At the top of the valence band of a two-layer ZrS₂ slab, a zirconium plane holds about 0.4 times as much electron density as a sulfur plane. That single ratio, with a count of the planes, gives every share in the table to within about 6% of its computed value. The sulfur planes together hold 83% of this density, so an electron taken from the band edge comes mainly from sulfur.

Ansatz 0.2.0, PBE+D3(BJ) with plane waves and PAW, scalar-relativistic and without spin polarization, for a two-layer ZrS₂ slab; cutoff 420 eV, 27 × 27 × 1 k mesh, Gaussian smearing 0.05 eV. Shares are for the states from −0.75 to 0 eV, measured from mid-gap, each counted full. Planes run from the bottom up, with heights measured from the top atom.

```
row  plane share  plane formula  plane height (Å)
  1        0.217              S            -8.704
  2        0.086             Zr            -7.240
  3        0.198              S            -5.778
  4        0.196              S            -2.926
  5        0.086             Zr            -1.463
  6        0.217              S             0.000
```

The plane share is the fraction of the density of the chosen filled states that belongs to one atomic plane. The plane height is measured from the topmost atoms, so rows 1 and 6 are the outer sulfur planes and rows 3 and 4 face each other across the gap between the layers. Inversion through the middle of the slab turns one layer into the other. Paired planes should therefore have equal shares. The run did not impose this pairing, so the small difference between rows 3 and 4 shows the numerical noise in the shares.

The chemistry explains why sulfur leads. In the usual ionic count, zirconium has given up its four valence electrons and its 4d shell is empty, while the sulfur 3p shell is full. The highest filled states are therefore built mainly from sulfur 3p orbitals. Bonding mixes zirconium character into the sulfur band, more for strong coupling and less as the empty metal levels move further up, but the top of the band is expected to be its least bonding part. In a single layer of this type zirconium sits on an inversion centre, and the highest states at the zone centre are expected to be sulfur combinations odd under inversion, which cannot mix there with the even 4d orbitals. The shares alone do not tell how much true zirconium character these states have.

The LiH molecule shows the polarity with only two atoms. Its filled bonding orbital lies mostly on hydrogen, the more electronegative partner, but some of it remains on lithium. The comparison holds for the direction of the polarity and no further. LiH has one filled valence orbital, whereas ZrS₂ has a whole band, and it is the deeper parts of that band, not its top, that are expected to resemble the bonding orbital of LiH.

To turn this into an estimate, give each sulfur plane the weight 1 and each zirconium plane the weight w. The slab has four sulfur and two zirconium planes, and the shares must add up to one:

share of a sulfur plane = 1 / (4 + 2w)
share of a zirconium plane = w / (4 + 2w)

The value w = 0.4 is the ratio of the mean zirconium share to the mean sulfur share over all six rows, rounded to one digit. It summarises the calculation and is not derived from orbital energies. Nor is it a measure of mixing. A zirconium plane has a sulfur plane only about 1.5 Å away on each side, so the tails of the sulfur 3p orbitals are expected to supply much, possibly all, of its share, and more so for orbitals pointing across the layer than for those lying in it. The value of w therefore depends on the spacing of the planes and on how space is divided among them.

Take row 1, an outer sulfur plane, and row 2, the zirconium plane next to it. The sum of the weights is 4 + 2 × 0.4 = 4.8:

row 1: 1 / 4.8 = 0.208, computed 0.217
row 2: 0.4 / 4.8 = 0.083, computed 0.086

Both rows helped to set w, so their agreement shows how well one ratio condenses the table, not how well it would predict another material.

The ratio earns its place when it is compared with two cruder counts. Purely ionic counting, w = 0, gives each sulfur plane 0.25 and leaves zirconium with nothing. Equal planes, w = 1, give every plane 0.17 and lose the chemical contrast. Both have a typical (rms) error of about 0.06 in the share, against less than 0.01 for w = 0.4; the analysis printed below lists the errors of the w = 0.4 rule row by row and the rms errors of all three.

What the rule misses is the difference between the two kinds of sulfur. An outer sulfur plane holds about 10% more than an inner one, while the rule gives both the same share. A slightly higher orbital energy at the outer sulfur atoms could produce such an excess, and so could the coupling across the gap, which acts only on the inner planes; the shares do not decide between them. Nor is the excess proof of a surface state: in a slab this thin each layer is a surface layer, and there is no interior into which a decay could be followed.

This modest difference matters if you work backwards from sulfur to zirconium. Suppose all four sulfur planes were like the outer ones: the remainder would leave 0.066 for each zirconium plane. If all were like the inner ones, it would leave 0.106, while the computed share is 0.086. An error in the sulfur share is made four times and then divided between only two zirconium planes, so it doubles and falls on a small number. Calibrate on a zirconium plane, or on the average of both kinds of sulfur.

Use the rule only for the band edge. The window reaches just the top 0.26 eV of the filled states, which hold less than 2% of the sulfur 3p electrons, so the shares are no guide to the total charge on an atom. The window is also measured from the middle of the gap, and the density functional used here makes gaps too small. With a wider gap the same window would catch fewer states or none, so for a comparison with a better method, measure the window from the band edge itself. Spin-orbit coupling, which is left out here, can also alter this sulfur-dominated edge.

The analysis program printed:

```
Ratio of mean Zr share to mean S share: 0.4155
Sum of weights in the rule: 4.8
Rule with Zr weight 0.4:
  row  computed     rule       miss  miss_percent
    1     0.217   0.2083  -0.008667        -3.994
    2     0.086  0.08333  -0.002667        -3.101
    3     0.198   0.2083    0.01033         5.219
    4     0.196   0.2083    0.01233         6.293
    5     0.086  0.08333  -0.002667        -3.101
    6     0.217   0.2083  -0.008667        -3.994
Rms miss of the rule, in share: 0.0084
Largest miss of the rule, in share: 0.01233
Rms miss of ionic counting (Zr weight 0): 0.06136
Rms miss of equal planes (Zr weight 1): 0.05762
Share of an S plane in ionic counting: 0.25
Share of any plane if all are equal: 0.1667
All S planes together, share: 0.828
All Zr planes together, share: 0.172
Mean inner S share: 0.197
Outer S over inner S, excess in percent: 10.15
Zr share as remainder if all S were like outer S: 0.066
Zr share as remainder if all S were like inner S: 0.106
Lower layer (rows 1 to 3), share: 0.501
Upper layer (rows 4 to 6), share: 0.499
Filled part of the window, eV: 0.2593
Window electrons as percent of 6 S 3p electrons per S atom: 1.555
```
